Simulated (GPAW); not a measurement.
Fitting the LDA energy curve of Cu3Al

```cif
data_structure
_symmetry_space_group_name_H-M 'Pm-3m'
_symmetry_Int_Tables_number 221
_cell_length_a 3.6374
_cell_length_b 3.6374
_cell_length_c 3.6374
_cell_angle_alpha 90.000
_cell_angle_beta 90.000
_cell_angle_gamma 90.000
_cell_volume 48.12
loop_
_atom_site_label
_atom_site_type_symbol
_atom_site_symmetry_multiplicity
_atom_site_Wyckoff_symbol
_atom_site_fract_x
_atom_site_fract_y
_atom_site_fract_z
_atom_site_occupancy
Cu1 Cu 3 c 0.00000 0.50000 0.50000 1
Al1 Al 1 a 0.00000 0.00000 0.00000 1
```

The cell comes from a database or a generator and needn't be the stable form of this composition.

The cell was scaled at fixed shape and fractions and run with GPAW, the program's PAW data sets (release 1.2.1) made for this functional, cutoff 600 eV; LDA, k mesh 7 × 7 × 7 on the cell of 4 atoms, fermi-dirac occupations of 0.05 eV, no spin polarisation, no spin-orbit coupling. Energies are those that the program minimises, any entropy of the smearing included. For a metal such a mesh isn't converged to the digits shown.

| V (Å³/atom) | energy over the lowest row (meV/atom) |
| --- | --- |
| 11.3092 | 4.70 |
| 11.5498 | 0.00 |
| 11.7905 | 0.66 |
| 12.0311 | ? |
| 12.2717 | 15.81 |
| 12.5123 | 29.25 |
| 12.7530 | 46.04 |

Q: Fit the third-order Birch-Murnaghan form, give V0, B0 and B′, and predict the energy left open.

A: With y = (V0/V)^(2/3), E = E0 + (9 V0 B0/16) [(y - 1)³ B′ + (y - 1)² (6 - 4y)]. Least squares through the rows shown give V0 = 11.6372 Å³/atom, E0 = -0.35 meV, B0 = 165.8 GPa (1 eV/Å³ = 160.218 GPa) and B′ = 4.79, with a largest miss of 0.01 meV. At V = 12.0311 the form with these constants gives 6.12 meV; the run gave 6.11 meV an atom.

The fitted minimum, 11.6372 Å³/atom, lies below the volume of the listed cell, 12.0311 Å³/atom. That is the direction expected from LDA, which usually overbinds metals and so makes them too dense and too stiff, though the unknown origin of the cell keeps the gap from being a measure of the error. The resistance to compression comes from the kinetic energy of the sp electrons and from the overlap of the nearly full Cu 3d shells, set against the cohesion of the metallic bond. Because the repulsion grows faster on compression than the attraction fades on expansion, the curve is skewed, and the positive B′ of 4.79 expresses this stiffening under pressure, with a size ordinary for a close-packed metal.

The open energy lies between computed rows, so its close recovery shows that the curve is smooth and the form flexible enough, not that LDA is accurate for this alloy. Uniform scaling also leaves the resistance to shear untested.
